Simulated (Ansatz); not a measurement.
The system is BaTiO3.

```
Ba Ti O
1.0
     3.99980    0.00000    0.00000
     0.00000    3.99980    0.00000
     0.00000    0.00000    4.01800
Ba Ti O
1 1 3
Direct
  0.00000 0.00000 0.00000
  0.50000 0.50000 0.49000
  0.00000 0.50000 0.51700
  0.50000 0.00000 0.51700
  0.50000 0.50000 0.01900
```

- Program: Ansatz 0.2.0
- Task: relaxation of cell and atoms
- Functional: BLYP
- Potentials or basis: Ansatz PAW
- Cutoff: 420 eV (not typed: the program's choice for these potentials)
- k mesh: 7 × 7 × 7
- Occupations: fermi-dirac, width 0.05 eV
- Spin: no spin polarisation

At the start: volume 12.86 Å³/atom.

Problem. Where does the relaxation end?

Solution. It ends after 25 steps and the volume is 14.33 Å³/atom (+11.5 %); space group P4mm (No. 99, to 0.05 Å).

Step by step:
```csv
step,energy change (eV),largest force (eV/Å),volume (Å³)
1,0.0000,0.2694,64.28
2,-0.0646,0.5414,67.80
3,-0.0684,0.4304,67.56
4,-0.0751,0.3826,67.46
5,-0.0923,0.4570,67.41
6,-0.1145,0.1102,68.77
7,-0.1154,0.0734,69.05
8,-0.1155,0.0405,69.15
9,-0.1158,0.0181,69.08
10,-0.1157,0.0008,69.12
11,-0.1511,0.0076,69.12
12,-0.1547,0.0042,69.93
13,-0.1543,0.0357,70.48
14,-0.1539,0.0158,70.59
15,-0.1538,0.0009,70.62
16,-0.1621,0.0021,70.62
17,-0.1617,0.0029,70.99
18,-0.1614,0.0204,71.10
19,-0.1611,0.0017,71.18
20,-0.1637,0.0015,71.18
21,-0.1629,0.0060,71.47
22,-0.1640,0.0061,71.47
23,-0.1636,0.0176,71.58
24,-0.1634,0.0068,71.65
25,-0.1641,0.0070,71.65
```

Final structure:
```xyz
5
Lattice="3.9751 0.0000 0.0000 0.0000 3.9751 0.0000 0.0000 0.0000 4.5345" Properties=species:S:1:pos:R:3 pbc="T T T"
Ba    0.0000    0.0000   -0.1656
Ti    1.9875    1.9875    2.0788
O     0.0000    1.9875    2.3961
O     1.9875    0.0000    2.3961
O     1.9875    1.9875    0.2911
```

Caveat: the plane-wave basis is chosen anew once the cell has moved, so the energies of steps on either side of that aren't comparable; the pressure holds a Pulay correction of +0.6 GPa for the finite cutoff; the volume moved by +11 % from the deposited cell, more than functionals usually miss; the PAW data sets come from PBE, with cores solved anew for the run's functional, which leaves a small shift of forces and pressure.
